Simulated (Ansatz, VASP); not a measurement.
Two plane-wave programs on ZrC

```
CELL_PARAMETERS angstrom
3.26967 0.00000 0.00000
-1.63484 2.83162 0.00000
0.00000 0.00000 2.94002
ATOMIC_POSITIONS crystal
Zr 0.00000 0.00000 0.00000
C 0.66667 0.33333 0.50000
```

Change from the starting cell: species swapped into the WC type (P-6m2, No. 187).

Alike in both runs: functional PBE; k mesh 18 × 18 × 18; occupations gaussian, width 0.1 eV; no spin polarisation.

Ansatz relaxed the structure, and its values are those at the end. VASP's run is a single point on that final structure, the one shown.

```csv
,VASP,Ansatz
version,VASP 6.6.1,Ansatz 0.2.0
potentials or method,"VASP PAW PBE potentials, release 64 (Zr_sv, C)","scalar-relativistic, plane waves, PAW"
plane-wave cutoff (eV),520,420
valence electrons in the cell,16,16
```

```tsv
	VASP	Ansatz	Ansatz less VASP
gap on the k mesh at the Fermi level (eV)	none	none	-
pressure (GPa)	0.2	0.0	-0.20
```

A gap of «none» marks a metal or a gap that the smearing closes.
